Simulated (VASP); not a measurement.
# Ca (Immm) in VASP: reference runs

Aim: a first look at Ca with PBE, on the cell as given and on a disturbed one, and energy against volume gives the equilibrium volume and stiffness.

Everything below comes from runs of VASP 6.6.1. Logs are shortened: lines on timing, memory, paths and dates and some standing lists are left out, and cuts for length are marked.

## Step 1: The crystal as given

The structure is orthorhombic, space group Immm (No. 71). The conventional cell has a = 4.193 Å, b = 4.203 Å, c = 4.891 Å, α = 90.00°, β = 90.00°, γ = 90.00°. Ca (site symmetry mmm) has 12 Ca at 3.85 to 4.20 Å as nearest neighbours.

This isn't the form of Ca at room conditions, which is fcc.

## Step 2: Single point, PBE

Contents of INCAR:

```
  PREC = Accurate
  ENCUT = 520
  EDIFF = 1E-7
  ISMEAR = -1
  SIGMA = 0.05
  LREAL = F
  LASPH = T
  NELM = 60
  ALGO = Normal
  ISIF = 2
  LWAVE = F
  LCHARG = F
  GGA = PE
  NBANDS = 11
```

Contents of KPOINTS:

```
Automatic mesh
0
Gamma
  9 9 9
```

Contents of POSCAR:

```
Ca
1.0
   -2.0964874600      2.1017318100      2.4453524600
    2.0964874600     -2.1017318100      2.4453524600
    2.0964874600      2.1017318100     -2.4453524600
Ca
1
Direct
    0.5000000000      0.5000000000      0.0000000000
```

Potentials or basis: VASP PAW PBE potentials, release 64 (Ca_sv).

Command:

```bash
cat potpaw_PBE.64/Ca_sv/POTCAR > POTCAR
mpirun -np 1 vasp_std > vasp.out
```

OUTCAR:

```text
PREC = Accurate
   ENCUT = 520
   EDIFF = 1E-7
   ISMEAR = -1
   LREAL = F
   LASPH = T
   NELM = 60
   ISIF = 2
   GGA = PE

 ion  position               nearest neighbor table
   1  0.500  0.500  0.000-

  LATTYP: Found a body centered orthorhombic cell.
 ALAT       =     4.1929749200
 B/A-ratio  =     1.0025014936
 C/A-ratio  =     1.1664045250

  Lattice vectors:

 A1 = (  -2.0964874600,   2.1017318100,   2.4453524600)
 A2 = (   2.0964874600,  -2.1017318100,   2.4453524600)
 A3 = (   2.0964874600,   2.1017318100,  -2.4453524600)

Analysis of symmetry for initial positions (statically):
=====================================================================
 Subroutine PRICEL returns:
 Original cell was already a primitive cell.

 Routine SETGRP: Setting up the symmetry group for a
 body centered orthorhombic supercell.

 Subroutine GETGRP returns: Found  8 space group operations
 (whereof  8 operations were pure point group operations)
 out of a pool of  8 trial point group operations.

The static configuration has the point symmetry D_2h.

Analysis of symmetry for dynamics (positions and initial velocities):
=====================================================================
 Subroutine PRICEL returns:
 Original cell was already a primitive cell.

 Routine SETGRP: Setting up the symmetry group for a
 body centered orthorhombic supercell.

 Subroutine GETGRP returns: Found  8 space group operations
 (whereof  8 operations were pure point group operations)
 out of a pool of  8 trial point group operations.

The dynamic configuration has the point symmetry D_2h.

 Subroutine INISYM returns: Found  8 space group operations
 (whereof  8 operations are pure point group operations),
 and found     1 'primitive' translations

----------------------------------------------------------------------------------------

                                     Primitive cell

  volume of cell :      43.0994

  direct lattice vectors                    reciprocal lattice vectors
    -2.096487460  2.101731810  2.445352460     0.000000000  0.237899050  0.204469502
     2.096487460 -2.101731810  2.445352460     0.238494153  0.000000000  0.204469502
     2.096487460  2.101731810 -2.445352460     0.238494153  0.237899050  0.000000000

  length of vectors
     3.846073962  3.846073962  3.846073962     0.313693696  0.314145250  0.336861127

  position of ions in fractional coordinates (direct lattice)
     0.500000000  0.500000000  0.000000000

[... 101 lines left out ...]
   EDIFF  = 0.1E-06   stopping-criterion for ELM
   LREAL  =      F    real-space projection
   EDIFFG = 0.1E-05   stopping-criterion for IOM
   NSW    =      0    number of steps for IOM
   IBRION =     -1    ionic relax: 0-MD 1-quasi-New 2-CG
   NFREE  =      0    steps in history (QN), initial steepest desc. (CG)
   ISIF   =      2    stress and relaxation
   ISYM   =      2    0-nonsym 1-usesym 2-fastsym
   POTIM  = 0.5000    time-step for ionic-motion
   TEBEG  =    0.0;   TEEND  =   0.0 temperature during run
   PSTRESS=    0.0 pullay stress
   NELECT =      10.0000    total number of electrons
   NUPDOWN=      -1.0000    fix difference up-down
   EMIN   =  10.00;   EMAX   =-10.00  energy-range for DOS
   EFERMI =   0.00;   METHOD = LEGACY
   ISMEAR =    -1;   SIGMA  =   0.05  broadening in eV -4-tet -1-fermi 0-gaus
   EFERMI_NEDOS =   21; number of points for ismear=-14 and -15
   IALGO  =     38    algorithm
   IMIX   =      4    mixing-type and parameters
     AMIX     =   0.40;   BMIX     =  1.00
     AMIX_MAG =   1.60;   BMIX_MAG =  1.00
  volume/ion in A,a.u.               =      43.10       290.85
  Fermi-wavevector in a.u.,A,eV,Ry     =   1.005969  1.901005 13.768730  1.011973
  Thomas-Fermi vector in A             =   2.138682
   LORBIT       =      0    0 simple, 1 ext, 2 COOP (PROOUT), +10 PAW based schemes
   GGA     = PE    functional components
   LHFCALC =     F    Hartree Fock is set to
   AEXX    =    0.0000 exact exchange contribution
   IVDW    =     0    specifies the selected vdW correction
   LEPSILON=     F    determine dielectric tensor
   LRPA    =     F    only Hartree local field effects (RPA)
 non-spin polarized calculation
  energy-cutoff  :      520.00
  volume of cell :       43.10
 maximum number of plane-waves:      1177
 NGX is ok and might be reduce to    30
   NGX = 15   NGY = 15   NGZ = 15

 number of electron      10.0000000 magnetization

 Free energy of the ion-electron system (eV)
  ---------------------------------------------------
  ext. energy  EPLUGINS =         0.00000000
  ---------------------------------------------------
  free energy    TOTEN  =        -1.92157084 eV

  energy without entropy =       -1.90826895  energy(sigma->0) =       -1.91491990

 E-fermi :   1.9103     XC(G=0):  -7.6700

 val. band max:        1.9030447875   @ k =  -0.4444  -0.2222   0.1111
 cond. band min:       1.9125776071   @ k =  -0.2222  -0.4444   0.1111
 fundamental gap:      0.0095328196
 Fermi energy:         1.9102553515

 k-point     1 :       0.0000    0.0000    0.0000
  band No.  band energies     occupation
      1     -40.1885      2.00000
      2     -21.1110      2.00000
      3     -21.1106      2.00000
      4     -21.0995      2.00000
      5      -2.1071      2.00000
      6       4.0536      0.00000
      7       4.0670      0.00000
      8       4.6484      0.00000
      9       4.7681      0.00000
     10       5.4737      0.00000
     11      11.2470      0.00000
[... 533 lines left out ...]
 k-point    40 :      -0.2222    0.4444    0.0000
  band No.  band energies     occupation
      1     -40.1762      2.00000
      2     -21.2097      2.00000
      3     -21.1490      2.00000
      4     -21.1244      2.00000
      5       0.3509      2.00000
      6       2.6955      0.00000
      7       3.2331      0.00000
      8       4.9104      0.00000
      9       5.6684      0.00000
     10       5.8062      0.00000
     11       7.6903      0.00000

 [... further k-points ...]
[... 5 lines left out ...]
  --------------------------------------------------------------------------------------
  -------------------------------------------------------------------------------------
  Total       -0.1219042     -0.1282594     -0.0537573      0.0000000      0.0000000      0.0000000
  in kB       -4.5316687     -4.7679163     -1.9983735      0.0000000      0.0000000      0.0000000
  external PRESSURE =      -3.7659862 kB  Pullay stress =       0.0000000 kB

 VOLUME and BASIS-vectors are now :
 -----------------------------------------------------------------------------
  energy-cutoff  :      520.00
  volume of cell :       43.10
      direct lattice vectors                 reciprocal lattice vectors
    -2.096487460  2.101731810  2.445352460     0.000000000  0.237899050  0.204469502
     2.096487460 -2.101731810  2.445352460     0.238494153  0.000000000  0.204469502
     2.096487460  2.101731810 -2.445352460     0.238494153  0.237899050  0.000000000

 POSITION                                       TOTAL-FORCE (eV/Angst)
 -----------------------------------------------------------------------------------
      0.00000      0.00000      2.44535         0.000000     -0.000000     -0.000000
 -----------------------------------------------------------------------------------
    total drift:                                0.000000     -0.000000      0.000000

  FREE ENERGIE OF THE ION-ELECTRON SYSTEM (eV)
  ---------------------------------------------------
  free  energy   TOTEN  =        -1.9215708392 eV

  energy  without entropy=       -1.9082689529  energy(sigma->0) =       -1.91491990
```

OSZICAR:

```text
N       E                     dE             d eps       ncg     rms          rms(c)
DAV:   1     0.709882766142E+02    0.70988E+02   -0.52957E+03  2750   0.807E+02
DAV:   2     0.141065872458E+01   -0.69578E+02   -0.68951E+02  2957   0.221E+02
DAV:   3    -0.178647250807E+01   -0.31971E+01   -0.31704E+01  4849   0.397E+01
DAV:   4    -0.192868632720E+01   -0.14221E+00   -0.14180E+00  3538   0.493E+00
DAV:   5    -0.192986640431E+01   -0.11801E-02   -0.11799E-02  3832   0.558E-01    0.223E+00
DAV:   6    -0.192324817221E+01    0.66182E-02   -0.11173E-02  3493   0.114E+00    0.136E+00
DAV:   7    -0.192198756199E+01    0.12606E-02   -0.17433E-02  3123   0.152E+00    0.102E-01
DAV:   8    -0.192155340599E+01    0.43416E-03   -0.19306E-03  3238   0.421E-01    0.208E-02
DAV:   9    -0.192156957776E+01   -0.16172E-04   -0.94282E-05  3586   0.793E-02    0.567E-03
DAV:  10    -0.192157146201E+01   -0.18842E-05   -0.74379E-06  4083   0.219E-02    0.840E-04
DAV:  11    -0.192157085214E+01    0.60987E-06   -0.25365E-07  4042   0.373E-03    0.482E-04
DAV:  12    -0.192157083923E+01    0.12908E-07   -0.91961E-09  1891   0.940E-04
   1 F= -.19215708E+01 E0= -.19149199E+01  d E =-.133019E-01
```

It took 1.7 min on 1 thread of AMD EPYC 7R43 (Zen 3), shared host; peak memory 0.16 GiB.

What came out:

| Quantity | Value |
| --- | --- |
| Free energy | -1.9216 eV |
| Pressure | -0.4 GPa |
| Band gap on the k mesh | none (metal or under the smearing width) |

(Continued in part 2 of 2.)
